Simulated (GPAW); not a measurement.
**Near-edge structure at the Se K edge of zinc-blende (ZnSe)₁₋ₓ(CdSe)ₓ at x = 1**

What does the Se K edge look like in zinc-blende (ZnSe)₁₋ₓ(CdSe)ₓ at x = 1?

Method: X-ray absorption from dipole matrix elements to empty bands, plane-wave PAW revPBE, in GPAW 26.7.0.

Report form: the programs' logs are mostly left out.

## 1. Starting point

The structure is cubic, space group F-43m (No. 216). The conventional cell has a = 6.050 Å, b = 6.050 Å, c = 6.050 Å, α = 90.00°, β = 90.00°, γ = 90.00°. Nearest to Cd lie 4 Se at 2.62 Å. Se has 4 Cd at 2.62 Å nearest. 16-atom zinc-blende cell, 8 of 8 Zn sites taken by Cd at random, lattice constants typed for the ends and interpolated (Vegard). Farther neighbours and most contacts between anions are not listed.

As a file:

```xyz
16
Lattice="0.0000 6.0500 6.0500 6.0500 0.0000 6.0500 6.0500 6.0500 0.0000" Properties=species:S:1:pos:R:3 pbc="T T T"
Cd    0.0000    0.0000    0.0000
Se    1.5125    1.5125    1.5125
Cd    3.0250    3.0250    0.0000
Se    4.5375    4.5375    1.5125
Cd    3.0250    0.0000    3.0250
Se    4.5375    1.5125    4.5375
Cd    6.0500    3.0250    3.0250
Se    7.5625    4.5375    4.5375
Cd    0.0000    3.0250    3.0250
Se    1.5125    4.5375    4.5375
Cd    3.0250    6.0500    3.0250
Se    4.5375    7.5625    4.5375
Cd    3.0250    3.0250    6.0500
Se    4.5375    4.5375    7.5625
Cd    6.0500    6.0500    6.0500
Se    7.5625    7.5625    7.5625
```

## 2. Ground state of the crystal

The ground state comes first: it tells whether the system has a gap, which decides how the excited electron is treated.

The input, scf.py:

```python
import numpy as np
from ase import Atoms
from ase.parallel import parprint, paropen
from gpaw import GPAW, PW, FermiDirac, Mixer, MixerDif, setup_paths
from gpaw.test import gen
setup_paths.insert(0, '.')
gen('Se', name='nch1s', xcname='revPBE', corehole=(1, 0, 0), write_xml=True)
from gpaw.mpi import world
world.barrier()

atoms = Atoms('CdSeCdSeCdSeCdSeCdSeCdSeCdSeCdSe',
    cell=[[0, 6.05, 6.05],
     [6.05, 0, 6.05],
     [6.05, 6.05, 0]],
    scaled_positions=[[0, 0, 0],
     [0.125, 0.125, 0.125],
     [0, 0, 0.5],
     [0.125, 0.125, 0.625],
     [0, 0.5, 0],
     [0.125, 0.625, 0.125],
     [0, 0.5, 0.5],
     [0.125, 0.625, 0.625],
     [0.5, 0, 0],
     [0.625, 0.125, 0.125],
     [0.5, 0, 0.5],
     [0.625, 0.125, 0.625],
     [0.5, 0.5, 0],
     [0.625, 0.625, 0.125],
     [0.5, 0.5, 0.5],
     [0.625, 0.625, 0.625]],
    pbc=True)
atoms.calc = calc = GPAW(legacy_gpaw=True, mode=PW(400, force_complex_dtype=True), xc='revPBE', setups={1: 'nch1s'},
    kpts={'size': (4, 4, 4), 'gamma': True}, occupations=FermiDirac(0.05),
    charge=0, mixer=Mixer(0.1, 5, 50), maxiter=150,
    convergence={'density': 0.0001, 'eigenstates': 1e-6}, txt='scf.txt')
energy = atoms.get_potential_energy() + calc.get_reference_energy()
ef = calc.get_fermi_level()
out = dict(energy=energy, fermi=ef, forces=atoms.get_forces().tolist())
parprint(f'all-electron energy {energy:.4f} eV, Fermi level {ef:.4f} eV')
ev = np.array([[calc.get_eigenvalues(k, s) for k in range(len(calc.get_ibz_k_points()))] for s in range(calc.get_number_of_spins())])
out['homo'], out['lumo'], out['counts'] = ev[ev < ef].max(), ev[ev > ef].min(), sorted(set((ev < ef).sum((0, 2)).tolist()))
out['filled'] = (ev[:, 0] < ef).sum(1).tolist()
import json
with paropen('out.json', 'w') as f:
    json.dump(out, f)
```

Launch:

```console
$ OMP_NUM_THREADS=1 mpirun -n 4 gpaw python scf.py
```

Run time: 66 s. Hardware: 4 MPI ranks of Arm Neoverse V2, shared host; peak memory 0.38 GiB.

The mesh shows a gap of 0.76 eV. The excited electron is kept all the same, so that all members of the series, with or without a gap, are treated alike.

## 3. Reference energy of the cell

The photon energy needs a difference of total energies, so the cell and mesh of the coming hole run are first run without a hole.

scf.py, as its differences from that of step 2:

```diff
@@ -32,3 +32,3 @@
 atoms.calc = calc = GPAW(legacy_gpaw=True, mode=PW(400, force_complex_dtype=True), xc='revPBE', setups={1: 'nch1s'},
-    kpts={'size': (4, 4, 4), 'gamma': True}, occupations=FermiDirac(0.05),
+    kpts={'size': (3, 3, 3), 'gamma': True}, occupations=FermiDirac(0.02),
     charge=0, mixer=Mixer(0.1, 5, 50), maxiter=150,
```

Run time: 31 s. Hardware: 4 MPI ranks; peak memory 0.28 GiB.

Reference energy: -1746339.018 eV with the cores included.

## 4. Spectrum with XCH, Se atom 2

The holes are 8.6 Å apart. In GPAW the data set carries the hole's charge, so charge=0 means a charged cell and charge=-1 a neutral one. The excited electron is kept in the cell, where it fills the lowest empty states and screens the hole. After the field has converged, empty bands are computed with the density fixed and the dipole matrix elements are summed.

The absorber has 4 Cd at 2.62 Å (tetrahedral).

The input, xas.py:

```python
import numpy as np
from ase import Atoms
from ase.parallel import parprint, paropen
from gpaw import GPAW, PW, FermiDirac, Mixer, MixerDif, setup_paths
from gpaw.test import gen
setup_paths.insert(0, '.')
gen('Se', name='fch1s', xcname='revPBE', corehole=(1, 0, 1), write_xml=True)
from gpaw.mpi import world
world.barrier()

atoms = Atoms('CdSeCdSeCdSeCdSeCdSeCdSeCdSeCdSe',
    cell=[[0, 6.05, 6.05],
     [6.05, 0, 6.05],
     [6.05, 6.05, 0]],
    scaled_positions=[[0, 0, 0],
     [0.125, 0.125, 0.125],
     [0, 0, 0.5],
     [0.125, 0.125, 0.625],
     [0, 0.5, 0],
     [0.125, 0.625, 0.125],
     [0, 0.5, 0.5],
     [0.125, 0.625, 0.625],
     [0.5, 0, 0],
     [0.625, 0.125, 0.125],
     [0.5, 0, 0.5],
     [0.625, 0.125, 0.625],
     [0.5, 0.5, 0],
     [0.625, 0.625, 0.125],
     [0.5, 0.5, 0.5],
     [0.625, 0.625, 0.625]],
    pbc=True)
atoms.calc = calc = GPAW(legacy_gpaw=True, mode=PW(400, force_complex_dtype=True), xc='revPBE', setups={1: 'fch1s'},
    kpts={'size': (3, 3, 3), 'gamma': True}, occupations=FermiDirac(0.04),
    charge=-1, mixer=Mixer(0.1, 5, 50), maxiter=150,
    convergence={'density': 0.0001, 'eigenstates': 1e-6}, txt='scf.txt')
energy = atoms.get_potential_energy() + calc.get_reference_energy()
ef = calc.get_fermi_level()
out = dict(energy=energy, fermi=ef, forces=atoms.get_forces().tolist())
parprint(f'all-electron energy {energy:.4f} eV, Fermi level {ef:.4f} eV')
ev = np.array([[calc.get_eigenvalues(k, s) for k in range(len(calc.get_ibz_k_points()))] for s in range(calc.get_number_of_spins())])
out['homo'], out['lumo'], out['counts'] = ev[ev < ef].max(), ev[ev > ef].min(), sorted(set((ev < ef).sum((0, 2)).tolist()))
out['filled'] = (ev[:, 0] < ef).sum(1).tolist()

from ase.units import Ha
from gpaw.xas import dipole_matrix_elements
nb = int(calc.get_number_of_electrons() / 2) + 226
top, nb = nb, nb + 8 + nb // 12
nscf = calc.fixed_density(kpts={'size': (4, 4, 4), 'gamma': True}, nbands=nb,
    convergence={'bands': top, 'eigenstates': 5e-3}, maxiter=60, txt='nscf.txt')
cell = atoms.cell.array
ops = [cell.T @ U.T @ np.linalg.inv(cell.T) for U in nscf.wfs.kd.symmetry.op_scc]
filled = [72]  # bands filled in the ground state, by spin
E = np.arange(-6, 30, 0.1)
fwhm = np.interp(E, [4, 25], [2.33, 3.5])
Y, X, zero, highest = 0, 0, 1e9, 1e9
for spin in range(nscf.get_number_of_spins()):
    wfs = nscf.wfs
    mine = wfs.bd.get_slice()  # this rank's bands
    A = dipole_matrix_elements(wfs.setups[1])
    eps = np.zeros((wfs.kd.nibzkpts, nb))
    d = np.zeros((3, A.shape[1], wfs.kd.nibzkpts, nb), complex)
    for kpt in wfs.kpt_u:
        if kpt.s == spin and 1 in kpt.P_ani:
            eps[kpt.k, mine] = kpt.eps_n * Ha
            d[:, :, kpt.k, mine] = (kpt.weight * wfs.nspins / 2) ** 0.5 * np.inner(A, kpt.P_ani[1])
    world.sum(eps)
    world.sum(d)
    T = np.einsum('amkn,bmkn->abkn', d, d.conj()).real
    T = sum(np.einsum('ai,ijkn,bj->abkn', R, T, R) for R in ops) / len(ops)
    empty = np.ones_like(eps, bool) & (np.arange(nb) >= filled[spin])
    zero, highest = min(zero, eps[empty].min()), min(highest, eps[:, top - 1].min())
    lines = [(eps, T, empty)] if spin == 0 else lines + [(eps, T, empty)]
for eps, T, empty in lines:
    f = np.einsum('aakn->akn', T).reshape(3, -1)
    x = eps.ravel() - zero
    w = np.interp(x, E, fwhm) / 2.35482
    g = np.exp(-0.5 * ((E[:, None] - x) / w) ** 2) / (w * (2 * np.pi) ** 0.5)
    Y = Y + (f * empty.ravel()) @ g.T
    X = X + (f * ~empty.ravel()) @ g.T
out.update(E=E.round(2).tolist(), xas=Y.tolist(), xes=X.tolist(), zero=zero, valid=highest - zero, nk=len(eps), nb=nb)
for i in range(0, len(E), 10):
    parprint(f'{E[i]:7.2f}', *(f'{v:10.3e}' for v in Y[:, i]))
import json
with paropen('out.json', 'w') as f:
    json.dump(out, f)
```

Launch:

```console
$ OMP_NUM_THREADS=1 mpirun -n 4 gpaw python xas.py
```

The job ended after 4.3 min (4 MPI ranks; peak memory 0.65 GiB; 17 min of CPU time).

The Se K spectrum, Se atom 2, excited-electron core hole (neutral cell) (energy from the bottom of the conduction band, which holds the excited electron; intensity scaled to a mean of 1 over the first 20 eV):

```csv
E (eV),intensity
-2.0,0.00
-1.5,0.00
-1.0,0.01
-0.5,0.04
0.0,0.09
0.5,0.21
1.0,0.39
1.5,0.66
2.0,0.96
2.5,1.22
3.0,1.41
3.5,1.47
4.0,1.46
4.5,1.43
5.0,1.43
5.5,1.46
6.0,1.50
6.5,1.50
7.0,1.44
7.5,1.33
8.0,1.19
8.5,1.04
9.0,0.89
9.5,0.74
10.0,0.61
10.5,0.53
11.0,0.52
11.5,0.58
12.0,0.69
12.5,0.82
13.0,0.96
13.5,1.07
14.0,1.14
14.5,1.16
15.0,1.15
15.5,1.11
16.0,1.05
16.5,0.99
17.0,0.93
17.5,0.87
18.0,0.83
18.5,0.82
19.0,0.84
19.5,0.88
20.0,0.92
20.5,0.95
21.0,0.98
21.5,1.01
22.0,1.03
22.5,1.06
23.0,1.09
23.5,1.10
24.0,1.10
24.5,1.07
25.0,1.04
25.5,1.00
26.0,0.98
26.5,0.97
27.0,0.98
27.5,1.02
28.0,1.06
28.5,1.10
29.0,1.14
29.5,1.16
```

Main maxima below 29 eV (height): 3.6 eV (1.48), 6.2 eV (1.51), 14.6 eV (1.16) and 23.6 eV (1.10). A K edge sees empty p states on the absorber.

The energy difference (zero at 12695 eV) isn't read as a photon energy: for so heavy an absorber the terms left out (the hole's spin, the functional's error) amount to tens of eV or more.

## 5. What came out

```json
{"absorber and edge": "Se K, atom 2 of the ground-state input (counted from 1)", "surroundings": "4 Cd at 2.62 Å (tetrahedral)", "highest intensity below 24 eV": "6.2 eV above the zero, height 1.51"}
```

In words: The Se K edge of atom 2, with 4 Cd at 2.62 Å (tetrahedral), has its highest intensity of the first 24 eV at 6.2 eV above the zero, 1.5 times the mean level of the first 20 eV (Gaussian full width 2.33 eV up to 4 eV, rising linearly to 3.5 eV at 25 eV). The script folds with a Gaussian, whereas the core hole's own line is a Lorentzian, so the onset is too steep and the first peak too high.

[Logs are printed without paths, hosts, clocks, repeated set-up lines and the standing remarks that a program may print on its own settings, such as how far it seeks lower states.]

[Hosts, paths, dates, database ids (printed as entryN), source tags and the programs' standing remarks are cut or masked in the printed files.]

[Lists of maxima count a maximum above −3 eV only where it reaches 4 % of the highest in the window and stands out from its surroundings by 2 % of it (1.5 % where it reaches 55 %); shoulders and weaker maxima are passed over, and of the rest the first, up to two pre-edge ones and the few strongest are named.]
